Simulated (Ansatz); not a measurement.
Crystal: CdTe.

```
Te Cd
1.0
     0.00000    3.20500    3.20500
     3.20500    0.00000    3.20500
     3.20500    3.20500    0.00000
Te Cd
1 1
Direct
  0.75000 0.75000 0.75000
  0.00000 0.00000 0.00000
```

Program: Ansatz 0.2.0. Alike in all runs: task band structure; potentials or basis Ansatz PAW; cell as given; smearing fermi-dirac 0.05 eV.

Q: Order these runs on this cell by their band gap on the k mesh, lowest first.
A. level r2SCAN; spin SOC, no magnetisation; k mesh 5 × 5 × 5; cutoff (eV) 500; points for each segment of the path 14; mesh quality not flagged
B. level r2SCANh; spin off; k mesh 4 × 4 × 4; cutoff (eV) 500; points for each segment of the path 4; mesh quality coarse
C. level r2SCAN0; spin off; k mesh 4 × 4 × 4; cutoff (eV) 500; points for each segment of the path 4; mesh quality coarse
D. level BLYP; spin off; k mesh 7 × 7 × 7; cutoff (eV) 420; points for each segment of the path 14; mesh quality not flagged
E. level r2SCAN; spin off; k mesh 7 × 7 × 7; cutoff (eV) 500; points for each segment of the path 14; mesh quality not flagged

A: D (0.78 eV), A (1.12 eV), E (1.39 eV), B (1.90 eV), C (2.71 eV).

Caveats: some runs use coarse meshes; spin-orbit coupling is left out, which moves the levels of the heavy elements (some runs).

Runs at the PBE level aren't shown here.
